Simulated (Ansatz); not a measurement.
Zinc-blende AlSb, treated with PBE0-D3(BJ) in Ansatz (plane waves, PAW).

Settings: plane-wave cutoff 460 eV, 8×8×8 k mesh, Fermi–Dirac smearing 0.01 eV, scalar-relativistic PAW data made under PBE.

A third-order Birch–Murnaghan fit to the energies gives V0 = 28.241 Å³/atom, B0 = 62.5 GPa, B′ = 4.2.

| V (Å³/atom) | P (GPa) |
|---|---|
| 26.828 | 3.58 |
| 27.534 | ___ |
| 28.047 | ___ |
| 28.946 | ___ |
| 29.323 | -2.17 |
| 29.652 | -2.75 |

**Question.** Estimate the withheld pressures from this fit; the answers are the runs' own values.

**Answer.** 
- 27.534, P (GPa): 1.67
- 28.047, P (GPa): 0.44
- 28.946, P (GPa): -1.46

The formula P = (3/2) B0 (x^(7/3) − x^(5/3)) [1 + (3/4)(B′ − 4)(x^(2/3) − 1)] with x = V0/V meets the computed pressures within 0.01 GPa when these rounded values are put in.

Measured, for comparison: bulk modulus 58.2 GPa (temperature not stated, no zero-point or thermal correction; as tabulated in Toher et al. (2017), arXiv:1611.05714); equilibrium volume per atom 28.77 Å³/atom (low temperature, thermal expansion removed or low-temperature value; zero-point expansion not removed; as tabulated in Zhang et al. (2018), doi:10.1088/1367-2630/aac7f0). Computed (rounded) less measured: bulk modulus +7 %, equilibrium volume per atom -1.8 %. A static lattice is as a rule a little smaller and stiffer than an uncorrected measurement, which narrows the difference in the bulk modulus and would widen misses of the other sign.

Spin–orbit coupling is not included.

Computed values are for the static lattice.

Ansatz is an electronic-structure program.
